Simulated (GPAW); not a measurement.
The system is VSi2.

```
CELL_PARAMETERS angstrom
4.53480 0.00000 0.00000
-2.26740 3.92725 0.00000
0.00000 0.00000 6.31890
ATOMIC_POSITIONS crystal
V 0.50000 0.00000 0.50000
V 0.50000 0.50000 0.83333
V 0.00000 0.50000 0.16667
Si 0.32499 0.16249 0.16667
Si 0.83751 0.16249 0.83333
Si 0.16249 0.32499 0.50000
Si 0.67501 0.83751 0.16667
Si 0.16249 0.83751 0.83333
Si 0.83751 0.67501 0.50000
```

The cell comes from a database or a generator and needn't be the stable form of this composition.

Base run:

```yaml
Program: GPAW 26.7.0
Functional: LDA
Potentials_or_basis: the program's PAW data sets (release 1.2.1) made for this functional
Cutoff: 600 eV
Basis: pw
k_mesh: 5 × 5 × 3
Occupations: fermi-dirac, width 0.05 eV
Spin: collinear spin, ferromagnetic start
Starting_moments: "[2.0, 2.0, 2.0, 0.0, 0.0, 0.0, 0.0, 0.0, 0.0] μB"
```

Its results: pressure -3.6 GPa; net moment 0.00 μB per cell; largest force 0.086 eV/Å.

The run is repeated on the same cell with these changes: functional from LDA to PBE; potentials or basis from the program's PAW data sets (release 1.2.1) made for this functional to GPAW PAW data sets (gpaw-data 1.2.1). What comes out?

Pressure 5.3 GPa; net moment 0.00 μB per cell; largest force 0.054 eV/Å.

Not every run made on this cell is shown here.
